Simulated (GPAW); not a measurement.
# Fe (P6_3/mmc) in GPAW: notebook, part 2 of 2

GPAW 26.7.0. Earlier steps stand in the parts before.

**4. Equation of state, vdW-DF2, collinear spin, ferromagnetic start**

The input, run.py:

```python
from ase.eos import EquationOfState
from ase.io import Trajectory, read
from ase.units import GPa
from gpaw import GPAW, PW

atoms = read('POSCAR')
atoms.set_initial_magnetic_moments([3.0, 3.0])

traj = Trajectory('eos.traj', 'w')
volumes, energies = [], []
for x in [0.94, 0.96, 0.98, 1.0, 1.02, 1.04, 1.06]:
    a = atoms.copy()
    a.set_cell(atoms.cell * x**(1 / 3), scale_atoms=True)
    calc = GPAW(mode=PW(600),
                xc={'name': 'vdW-DF2', 'backend': 'libvdwxc'},
                kpts={'size': (9, 9, 5), 'gamma': True},
                occupations={'name': 'fermi-dirac', 'width': 0.05},
                nbands=19,
                convergence={'density': 1e-05, 'energy': 1e-05},
                maxiter=150,
                txt=f'eos-{x:.2f}.txt')
    a.calc = calc
    energies.append(a.get_potential_energy(force_consistent=True))
    volumes.append(a.get_volume())
    calc.write(f'eos-{x:.2f}.gpw')
    traj.write(a)
    print(f'{x:.2f} {volumes[-1]:10.4f} A^3 {energies[-1]:14.6f} eV', flush=True)

v0, e0, B = EquationOfState(volumes, energies, eos='birchmurnaghan').fit()
print(f'V0 = {v0:.4f} A^3, E0 = {e0:.6f} eV, B0 = {B / GPa:.2f} GPa')
```

The input, POSCAR:

```
Fe
1.0
    2.4341575853      0.0000000000      0.0000000000
   -1.2170787927      2.1080423057      0.0000000000
    0.0000000000      0.0000000000      3.8419344700
Fe
2
Direct
    0.6666666667      0.3333333333      0.7500000000
    0.3333333333      0.6666666667      0.2500000000
```

Potentials or basis: GPAW PAW data sets (gpaw-data 1.2.1), pw.

Started as:

```console
OMP_NUM_THREADS=1 python run.py
```

Log:

```text
__  _  _
 | _ |_)|_||  |
 |__||  | ||/\| - 26.7.0

Input parameters:
  mode=PW(ecut=600.0),
  convergence={'density': 1e-05, 'energy': 1e-05},
  kpts=MonkhorstPack(size=(9, 9, 5), gamma=True),
  maxiter=150,
  nbands=19,
  occupations=Occupations(name='fermi-dirac', width=0.05),
  xc=XC(name='vdW-DF2', backend='libvdwxc')

Diagonalizing LCAO Hamiltonian
Converting LCAO to pw mode

          Fe

        Fe

Atoms  # Å, Bohr magnetons
|   | symbol |         x |        y |        z |    initial magnetic moments |
|---|--------|-----------|----------|----------|-----------------------------|
| 0 |     Fe |  1.200630 | 0.693184 | 2.842508 | ( 0.0000,  0.0000,  3.0000) |
| 1 |     Fe | -0.000000 | 1.386368 | 0.947503 | ( 0.0000,  0.0000,  3.0000) |

Unit cell  # Å
| periodic |         x |        y |        z |  lengths |     angles |
|----------|-----------|----------|----------|----------|------------|
|      yes |  2.401260 | 0.000000 | 0.000000 | 2.401260 |  90.000000 |
|      yes | -1.200630 | 2.079552 | 0.000000 | 2.401260 |  90.000000 |
|      yes |  0.000000 | 0.000000 | 3.790010 | 3.790010 | 120.000000 |

Number of symmetries: 12
Symmetry operations  # r_c * U_cc + t_c -> r_c
|    | kind |            matrix            |
|----|------|------------------------------|
|  0 |  σ   |  1, 1, 0,  0,-1, 0,  0, 0, 1 |
|  1 |  S6  |  1, 1, 0, -1, 0, 0,  0, 0,-1 |
|  2 |  E   |  1, 0, 0,  0, 1, 0,  0, 0, 1 |
|  3 |  C2  |  1, 0, 0, -1,-1, 0,  0, 0,-1 |
|  4 |  C2  |  0, 1, 0,  1, 0, 0,  0, 0,-1 |
|  5 |  C3  |  0, 1, 0, -1,-1, 0,  0, 0, 1 |
|  6 |  S6  |  0,-1, 0,  1, 1, 0,  0, 0,-1 |
|  7 |  σ   |  0,-1, 0, -1, 0, 0,  0, 0, 1 |
|  8 |  σ   | -1, 0, 0,  1, 1, 0,  0, 0, 1 |
|  9 |  i   | -1, 0, 0,  0,-1, 0,  0, 0,-1 |
| 10 |  C3  | -1,-1, 0,  1, 0, 0,  0, 0, 1 |
| 11 |  C2  | -1,-1, 0,  0, 1, 0,  0, 0,-1 |

BZ-sampling:
  Number of BZ points: 405
  Number of IBZ points: 50

  Monkhorst-Pack size: [9, 9, 5]
  Monkhorst-Pack shift: [0, 0, 0]

K-points  # in reciprocal-cell coordinates
|     |                                coordinates |     weight |
|-----|--------------------------------------------|------------|
|   0 | (  0.00000000,   0.00000000,   0.00000000) | 0.00246914 |
|   1 | (  0.00000000,   0.00000000,   0.20000000) | 0.00493827 |
|   2 | (  0.00000000,   0.00000000,   0.40000000) | 0.00493827 |
|   3 | (  0.11111111,   0.00000000,  -0.40000000) | 0.01481481 |
|   4 | (  0.11111111,   0.00000000,  -0.20000000) | 0.01481481 |
|   5 | (  0.11111111,   0.00000000,   0.00000000) | 0.01481481 |
|   6 | (  0.11111111,   0.00000000,   0.20000000) | 0.01481481 |
|   7 | (  0.11111111,   0.00000000,   0.40000000) | 0.01481481 |
|   8 | (  0.22222222,  -0.11111111,   0.00000000) | 0.01481481 |
|   9 | (  0.22222222,  -0.11111111,   0.20000000) | 0.02962963 |
| ... |                                            |            |
|  49 | (  0.44444444,   0.44444444,   0.40000000) | 0.02962963 |

Plane wave coefficients: 651
Cutoff: 600.0 eV

Spin-components: 2 (collinear spins)
Bands:           19
Projectors:      12
Spin-degeneracy: 1
Datatype:        complex128

Parallelization:
  kpt:    1
  domain: 1
  band:   1

Density:
  Valence electrons: 16.0
  Components: 2
  Grid points: [14 14 24]
  Charge: 0.0  # |e|

Potential:
  Grid points: [14 14 24]

species:
  Fe:
    name:    Iron
    Z:       26.0
    valence: 8
    core:    18
    charge:  0.0  # [|e|]
    compensation charges:
      type: gauss
      rc: 0.33  # [Å]
      lmax: 2
    cutoffs:
      filter: 2.06  # [Å]
      core: 2.67  # [Å]
    projectors
    | kind |    occ | energy [eV] | rcut [Å] |
    |------|--------|-------------|----------|
    |   4s |  2.000 |      -5.291 |    1.164 |
    |   4p |  0.000 |      -1.326 |    1.058 |
    |   3d |  6.000 |      -7.505 |    1.058 |
    |    s |        |      21.920 |    1.164 |
    |    p |        |      25.885 |    1.058 |
    |    d |        |      19.706 |    1.058 |

    Using partial waves for Fe as LCAO basis

Reference energy: -69238.909200  # eV

eigensolver:
  PPCG
  Converge bands: occupied
  niter=2

density mixing:
  MSR1-Mixer
  Pratt-step length: 0.05
  Maximum mixing coefficient: 0.75
  Old densities: 10
  SVD Regularization: 0.005
  Good broyden scale: 1.0
  Trust region scale: 1.0
  Backstep threshold: 4.0
  History deletion threshold: 6.0
  Fourier metric: weight=20.0, sigma=0.015

occupation numbers:
  Fermi-Dirac:
    width: 0.0500  # eV

poisson solver:
  ecut: 4800.0  # eV

xc functional:
  name: vdW-DF2 with libvdwxc
  Mode: serial
  Semilocal: GGA_X_RPW86+LDA_C_PW with 2 nearest neighbor stencil
  Local blocksize: 28 x 28 x 48
  PAW datasets: PBE

convergence criteria:
- Maximum integral of absolute [dens]ity change: 1e-05 electrons / valence electron
- Maximum [total energy] change in last 3 cyles: 1e-05 eV / valence electron
- Maximum integral of absolute [eigenst]ate change: 4e-08 eV^2 / valence electron
maximum number of iterations: 150

SCF iterations
|iter     | |      energy | eigst |  dens |  magmom |
|---------|-|-------------|-------|-------|---------|
|iter:   1| | -121.724903 | +0.19 |       |  +6.0106|
|iter:   2| | -121.732060 | -1.94 | -0.75 |  +5.8894|
|iter:   3| | -122.251259 | -1.92 | -0.77 |  +3.6731|
|iter:   4| | -122.682065 | -2.04 | -0.87 |  +0.7763|
|iter:   5| | -122.782617 | -2.14 | -1.19 |  -0.7751|
|iter:   6| | -122.786946 | -2.32 | -1.15 |  +0.7645|
|iter:   7| | -122.831795 | -2.28 | -1.39 |  -0.4784|
|iter:   8| | -122.841247 | -3.51 | -1.61 |  -0.0246|
|iter:   9| | -122.841670 | -4.23 | -2.55 |  -0.0445|
|iter:  10| | -122.841729 | -5.27 | -2.57 |  +0.0182|
|iter:  11| | -122.841756c| -5.69 | -3.13 |  -0.0006|
|iter:  12| | -122.841757c| -7.18 | -4.00 |  +0.0005|
|iter:  13| | -122.841757c| -8.23c| -4.56 |  +0.0000|
|iter:  14| | -122.841757c| -8.91c| -5.42c|  +0.0000|

Converged in 14 steps
Energy contributions relative to reference atoms: (reference = -69238.909200)

Energy contributions:
  Kinetic:          40.279437
  Coulomb:         -34.633467
  Zero:              0.057821
  External:          0.000000
  Xc:             -128.537723
  Entropy:          -0.015651
  Spinorbit:         0.000000
  ----------------------------
  Free energy:    -122.849583
  Extrapolated:   -122.841757

dipole moment: (-0.000012, -0.000020, -0.000037)  # |e|*Ang

Total magnetic moment: (0.000000, 0.000000, 0.000020)

Local magnetic moments
|        x |        y |        z |
|----------|----------|----------|
| 0.000000 | 0.000000 | 0.000005 |  # Fe   0
| 0.000000 | 0.000000 | 0.000005 |  # Fe   1

Fermi level: 13.105
Eigenvalues  # (at kpt = [0.000, 0.000, 0.000])
| band index |      eig [eV] | occ [0-1] |      eig [eV] | occ [0-1] |
|------------|---------------|-----------|---------------|-----------|
|          0 |         3.869 |     1.000 |         3.869 |     1.000 |
|          1 |         7.751 |     1.000 |         7.751 |     1.000 |
|          2 |        11.205 |     1.000 |        11.205 |     1.000 |
|          3 |        11.205 |     1.000 |        11.205 |     1.000 |
|          4 |        11.384 |     1.000 |        11.384 |     1.000 |
|          5 |        11.724 |     1.000 |        11.724 |     1.000 |
[... 9 lines left out ...]
|         15 |        39.772 |     0.000 |        39.772 |     0.000 |
|         16 |        39.772 |     0.000 |        39.782 |     0.000 |
|        ... |               |           |               |           |
|         18 |        40.006 |     0.000 |        40.161 |     0.000 |

No gap
No difference between direct/indirect transitions
# Writing to eos-0.96.gpw (mode='')
```

Wall time 2.8 min (1 thread of Intel Xeon Platinum 8488C (Sapphire Rapids), shared host); peak memory 0.3 GiB.

What came out:

| Item | Value |
| --- | --- |
| Equilibrium volume | 11.16 Å³/atom (rough: see the caveat) |
| Bulk modulus at fixed shape and positions | 216 GPa (rough) |

Energy against volume, from the lowest point:
```
volume (Å³/atom)  energy (meV/atom)
           9.266             276.97
           9.463             205.29
           9.660             145.25
           9.857              95.69
          10.054              55.62
          10.251              24.10
          10.448               0.00
```

Caveat: the minimum lies outside the volumes run; the cell was scaled at fixed shape and fractional positions, which overstates the stiffness of a crystal with free parameters, most of all of layers and chains; the PAW data sets were made with another functional, which shifts forces and pressure a little.
